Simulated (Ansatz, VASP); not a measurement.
# One calculation of InAs, two programs

POSCAR

```
InAs
1.0
    0.0000000000      3.0240000000      3.0240000000
    3.0240000000      0.0000000000      3.0240000000
    3.0240000000      3.0240000000      0.0000000000
In As
1 1
Direct
    0.0000000000      0.0000000000      0.0000000000
    0.7500000000      0.7500000000      0.7500000000
```

File INCAR.step1:

```
SYSTEM = InAs
  ALGO = Normal
  EDIFF = 1E-4
  ENCUT = 520
  GGA = PE
  ISMEAR = 0
  LASPH = .TRUE.
  LCHARG = .FALSE.
  LREAL = .FALSE.
  LWAVE = .TRUE.
  NBANDS = 16
  NELM = 100
  PREC = Accurate
  SIGMA = 0.03
```

The input INCAR.step2:

```
SYSTEM = InAs
  ALGO = Normal
  EDIFF = 1E-6
  ENCUT = 520
  ISIF = 2
  ISMEAR = 0
  ISTART = 1
  LASPH = .TRUE.
  LCHARG = .FALSE.
  LMIXTAU = .TRUE.
  LREAL = .FALSE.
  LWAVE = .FALSE.
  METAGGA = R2SCAN
  NBANDS = 16
  NELM = 100
  PREC = Accurate
  SIGMA = 0.03
```

The input KPOINTS:

```
k-points
0
G
  10 10 10
  0 0 0
```

Input for Ansatz:

```yaml
crystal:
  lattice:
    - [0.0, 3.024, 3.024]
    - [3.024, 0.0, 3.024]
    - [3.024, 3.024, 0.0]
  atoms:
    - { symbol: In, position: [0.0, 0.0, 0.0] }
    - { symbol: As, position: [0.75, 0.75, 0.75] }
basis:
  ecutwfc: 500
kpoints:
  mp_grid: { grid: [10, 10, 10] }
hamiltonian:
  xc: r2scan
scf:
  occupations: { method: gaussian, width: 0.03 }
output:
  forces: true
  stress: true
  eigenvalues: true
```

Alike in both runs: task single point; functional r2SCAN; k mesh 10 × 10 × 10; occupations gaussian, width 0.03 eV; no spin polarisation.

```csv
,VASP,Ansatz
version,VASP 6.6.1,Ansatz 0.2.0
potentials or method,"VASP PAW PBE potentials, release 64 (In_d, As)","scalar-relativistic, plane waves, PAW"
plane-wave cutoff (eV),520,500
valence electrons in the cell,18,28
```

```csv
,VASP,Ansatz,Ansatz less VASP
gap on the k mesh at the Fermi level (eV),0.25,0.25,0.000
least direct gap on the mesh (eV),0.25,0.25,0.000
pressure (GPa),1.9,1.9,0.00
```

The two sets of potentials don't hold the same shells in valence.

Caveats: the PAW data sets were made with another functional, which shifts forces and pressure a little (VASP); spin-orbit coupling is left out, which moves the levels of the heavy elements. r2SCAN opens gaps a little over a GGA but as a rule still falls short of measured ones.
